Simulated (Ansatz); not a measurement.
**Si₇Ge: ideal shear of a crystal plane**

All numbers below come from DFT PBEsol, scalar-relativistic, plane waves, PAW in Ansatz 0.2.0. Cutoff 420 eV, Γ-centred 6×6×3 k-points, Gaussian smearing of 0.03 eV. No spin polarisation. Energies are free energies at this smearing, counted from the undisturbed cell; pressure is positive in compression.

The undisturbed cell (relaxed at this level; it needn't be the usual structure):

```yaml
crystal:
  lattice:
    - [0.00000, -5.45918, 0.00000]
    - [0.00000, 0.00000, -5.45918]
    - [10.91835, 0.00000, 0.00000]
  atoms:
    - { symbol: Si, position: [0.74740, 0.74740, 0.68945] }
    - { symbol: Si, position: [0.74740, 0.74740, 0.18945] }
    - { symbol: Si, position: [0.50000, 0.50000, 0.56315] }
    - { symbol: Si, position: [0.50000, 0.50000, 0.06315] }
    - { symbol: Si, position: [0.50000, 0.00000, 0.81315] }
    - { symbol: Si, position: [0.50000, 0.00000, 0.31315] }
    - { symbol: Si, position: [0.00000, 0.50000, 0.81315] }
    - { symbol: Si, position: [0.00000, 0.50000, 0.31315] }
    - { symbol: Si, position: [0.74740, 0.25260, 0.93685] }
    - { symbol: Si, position: [0.74740, 0.25260, 0.43685] }
    - { symbol: Si, position: [0.25260, 0.74740, 0.93685] }
    - { symbol: Si, position: [0.25260, 0.74740, 0.43685] }
    - { symbol: Si, position: [0.25260, 0.25260, 0.68945] }
    - { symbol: Si, position: [0.25260, 0.25260, 0.18945] }
    - { symbol: Ge, position: [0.00000, 0.00000, 0.56315] }
    - { symbol: Ge, position: [0.00000, 0.00000, 0.06315] }
```

The cut lies on the cell's a–b face, a (1 0 0) plane (indices in the standard cell, whose axes needn't be the Cartesian ones shown) of area 29.80 Å², between layers 1.38 Å apart. Vector c is tilted by f times 1·a + 1·b (length 7.720 Å) with the atoms' Cartesian places fixed: one unrelaxed fault a cell. The traction is dγ/du, the slope of γ against the slip u in Å. Some rows repeat others by symmetry and weren't run.

```
     f  γ (mJ/m²) traction (GPa)
0.0000          0             0.0
0.0833        427            13.8
0.1667       1650            19.3
0.2500       2370             0.2
0.3333       1646           -18.9
0.4167        439           -13.9
0.5000         12             0.0
0.5833        439            13.9
0.6667       1646            18.9
0.7500       2370            -0.2
0.8333       1650           -19.3
0.9167        427           -13.8
```

Q: Read off the first barrier and the stress needed to climb it, and compare with Frenkel's sinusoid.

A: The first sampled maximum lies at f = 0.250, a slip of 1.93 Å, with γ ≈ 2370 mJ/m², which stands in for the unstable fault energy γ_us, and the steepest sampled slope before it is 19.3 GPa. A sinusoid γ = γ_us sin²(πu/λ) with its maximum there has λ = 3.86 Å and a largest slope πγ_us/λ = 19.3 GPa (1 mJ/m² per Å = 0.01 GPa).

Q: Is there a metastable fault on this line?

A: The samples dip to a local minimum of 12 mJ/m² at f = 0.500. If it survives relaxation and slip across the line, it is a planar fault that lets a dislocation split into partials, more widely the lower its energy (an antiphase boundary, where the slip puts unlike atoms in each other's places).

The cut is rigid; relaxing the faces lowers these energies and usually the stresses.

The gap closes along the scan, which can put kinks into the curve.

Cost: 7 runs of about 6.2 core-minutes in all, on Intel Xeon Platinum 8175M (Skylake/Cascade Lake) (shared hosts).